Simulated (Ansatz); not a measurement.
Crystal: SnSe.

```
Sn Se
1.0
    11.42000    0.00000    0.00000
     0.00000    4.19000    0.00000
     0.00000    0.00000    4.46000
Sn Se
4 4
Cartesian
  10.0153 3.1425 4.0541
  7.1147 1.0475 1.8241
  4.3053 3.1425 2.6359
  1.4047 1.0475 0.4059
  7.3431 3.1425 4.3886
  9.7869 1.0475 2.1586
  1.6331 3.1425 2.3014
  4.0769 1.0475 0.0714
```

- Program: Ansatz 0.2.0
- Task: relaxation of cell and atoms
- Functional: revPBE
- Dispersion: D3(BJ)
- Potentials or basis: Ansatz PAW
- Cutoff: 420 eV (not typed: the program's choice for these potentials)
- k mesh: 3 × 6 × 6
- Occupations: fermi-dirac, width 0.05 eV
- Spin: no spin polarisation

At the start: volume 26.68 Å³/atom.

Where does the relaxation end?

It ends after 5 steps and the volume is 25.64 Å³/atom (-3.9 %); space group Pnma (No. 62, to 0.05 Å).

The path:
```csv
step,energy change (eV),largest force (eV/Å),volume (Å³)
1,0.0000,0.3425,213.41
2,-0.0813,0.1112,204.63
3,-0.0823,0.0716,204.61
4,-0.0912,0.0055,205.11
5,-0.0898,0.0055,205.11
```

Final structure:
```cif
data_structure
_symmetry_space_group_name_H-M 'P 1'
_symmetry_Int_Tables_number 1
_cell_length_a 11.3976
_cell_length_b 4.1509
_cell_length_c 4.3354
_cell_angle_alpha 90.000
_cell_angle_beta 90.000
_cell_angle_gamma 90.000
_cell_volume 205.11
loop_
_atom_site_label
_atom_site_type_symbol
_atom_site_fract_x
_atom_site_fract_y
_atom_site_fract_z
_atom_site_occupancy
Sn1 Sn 0.88333 0.75000 0.91371 1
Sn2 Sn 0.61667 0.25000 0.41371 1
Sn3 Sn 0.38333 0.75000 0.58629 1
Sn4 Sn 0.11667 0.25000 0.08629 1
Se1 Se 0.64260 0.75000 0.97973 1
Se2 Se 0.85740 0.25000 0.47973 1
Se3 Se 0.14260 0.75000 0.52027 1
Se4 Se 0.35740 0.25000 0.02027 1
```

Caveat: the plane-wave basis is chosen anew once the cell has moved, so the energies of steps on either side of that aren't comparable; the PAW data sets come from PBE, with cores solved anew for the run's functional, which leaves a small shift of forces and pressure.
